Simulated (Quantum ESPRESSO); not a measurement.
Crystal: NaI.

```
I Na
1.0
     0.00000    3.23640    3.23640
     3.23640    0.00000    3.23640
     3.23640    3.23640    0.00000
I Na
1 1
Direct
  0.50000 0.50000 0.50000
  0.00000 0.00000 0.00000
```

Base run:

| Item | Value |
| --- | --- |
| Program | Quantum ESPRESSO 7.5 |
| Functional | WC |
| Potentials or basis | GBRV 1.5 PBE |
| Cutoff | 612 eV |
| Density cutoff | 4898 eV |
| k mesh | 6 × 6 × 6, shifted |
| Occupations | fermi-dirac, width 0.05 eV |
| Spin | no spin polarisation |

Its results: pressure -0.4 GPa; electronic dielectric tensor (diagonal) 3.42.

After a change of settings the same cell gave: pressure 1.4 GPa; electronic dielectric tensor (diagonal) 3.29. Which change was it?
A. functional from WC to BLYP
B. functional from WC to PBE
C. functional from WC to PBE; potentials or basis from GBRV 1.5 PBE to PseudoDojo 0.4.1 SR PBE standard; cutoff from 612 eV to 1197 eV; density cutoff from 4898 eV to 4789 eV
D. functional from WC to PBEsol; potentials or basis from GBRV 1.5 PBE to GBRV 1.5 PBEsol

A.

BLYP binds less tightly than WC, so the same cell stands under more pressure.

Caveats: the potentials were made for another functional, which shifts forces and pressure.

Not every run made on this cell is shown here.
